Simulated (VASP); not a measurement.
Input of a VASP 6.6.1 run:

INCAR

```
PREC = Accurate
ENCUT = 520
EDIFF = 1E-6
ISMEAR = 0
SIGMA = 0.1
LREAL = False
LASPH = True
NELM = 100
ALGO = Fast
ISIF = 2
LWAVE = False
LCHARG = False
GGA = PS
NBANDS = 15
```

Contents of KPOINTS:

```
Automatic mesh
0
Gamma
  18 18 14
```

POSCAR

```
TaN
1.0
    2.9239890458      0.0000000000      0.0000000000
   -1.4619945229      2.5322487940      0.0000000000
    0.0000000000      0.0000000000      2.8707276396
Ta N
1 1
Direct
    0.3333333333      0.6666666667      0.5000000000
    0.0000000000      0.0000000000      0.0000000000
```

Potentials or basis: VASP PAW PBE potentials, release 64 (Ta_pv, N).

Launch:

```console
$ cat potpaw_PBE.64/Ta_pv/POTCAR potpaw_PBE.64/N/POTCAR > POTCAR
$ mpirun -np 1 vasp_std > vasp.out
```

(1) Estimate the pressure.

(2) Estimate the band gap on the k mesh.

Answers

(1) 0.8 GPa.

(2) none (metal or under the smearing width).

Caveat: the PAW data sets were made with another functional, which shifts forces and pressure a little.
